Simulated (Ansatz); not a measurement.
## MoS2 in Ansatz: the effect of functional

Slab: MoS2, a slab with vacuum.

```
Mo S
1.0
     3.24658    0.00000    0.00000
    -1.62329    2.81162    0.00000
     0.00000    0.00000   17.67458
Mo S
1 2
Direct
  0.00000 0.00000 0.00000
  0.33333 0.66667 0.91051
  0.33333 0.66667 0.08949
```

The cell isn't the ideal one: volume scaled by 1.06.

Alike in all runs:

- Program: Ansatz 0.2.0
- Task: single point
- Potentials or basis: Ansatz PAW
- k mesh: 10 × 10 × 2
- Occupations: fermi-dirac, width 0.05 eV
- Spin: no spin polarisation

```tsv
functional	cutoff	gap on the mesh (eV)	largest force (eV/Å)
LDA	420 eV (not typed: the program's choice for these potentials)	1.58	1.26
PBEsol	420 eV (not typed: the program's choice for these potentials)	?	?
r2SCAN	500 eV (not typed: the program's choice for these potentials)	1.65	0.89
```

**Question.** What does the run with functional PBEsol give?

**Answer.** gap on the mesh 1.58 eV; largest force 1.03 eV/Å.

Caveats: the PAW data sets come from PBE, with cores solved anew for the run's functional, which leaves a small shift of forces and pressure.

A k mesh can miss the band edges.
